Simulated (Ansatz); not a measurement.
# NbC (Niobocarbide): the cost of one run

Method: DFT PBE, scalar-relativistic, plane waves, PAW, in Ansatz 0.2.0.

1 further run of the same task is left out (set aside as unsound or not needed).

### 1 The structure to begin with

The structure is cubic, space group Fm-3m (No. 225). The conventional cell has a = 4.485 Å, b = 4.485 Å, c = 4.485 Å, α = 90.00°, β = 90.00°, γ = 90.00°. Around Nb (site symmetry m-3m) lie 6 C at 2.24 Å. C (site symmetry m-3m) is surrounded by 6 Nb at 2.24 Å.

As a file:

```
Nb C
1.0
     0.00000    2.24254    2.24254
     2.24254    0.00000    2.24254
     2.24254    2.24254    0.00000
Nb C
1 1
Cartesian
  0.0000 0.0000 0.0000
  2.2425 2.2425 2.2425
```

This cell was relaxed beforehand with the same method: volume 11.28 Å³/atom, gap on the mesh none (metal).

### 2 A stricter relaxation, with the smearing for a metal

Response functions are second derivatives at a minimum, so forces and stress are first brought close to zero on the mesh and occupations that the response runs use.

Input file input.yaml:

```yaml
crystal:
  lattice:
    - [0.0, 2.2425431927, 2.2425431927]
    - [2.2425431927, 0.0, 2.2425431927]
    - [2.2425431927, 2.2425431927, 0.0]
  atoms:
    - { symbol: Nb, position: [0.0, 0.0, 0.0] }
    - { symbol: C, position: [0.5, 0.5, 0.5] }
basis:
  ecutwfc: 420
kpoints:
  mp_grid: { grid: [16, 16, 16] }
hamiltonian:
  xc: pbe
scf:
  occupations: { method: fermi_dirac, width: 0.15 }
output:
  forces: true
  stress: true
  eigenvalues: true
  write_density: true
  write_potential: true
  elf: true
  volumetric_format: npy
relax:
  adjacent_minimum: "off"
  f_tol: 0.001
  max_steps: 60
  cell: { stress_tol: 0.01 }
```

On the command line:

```console
ansatz run input.yaml --threads 2 --pin off --max-ram 5120MiB --backend cpu --events-out ev --progress --plain --runs-dir out
```

**Question.** How long does this run take on 2 threads of Arm Neoverse V1, shared host, and how much memory does it need?

About 7.7 s, with a peak of 0.35 GiB.
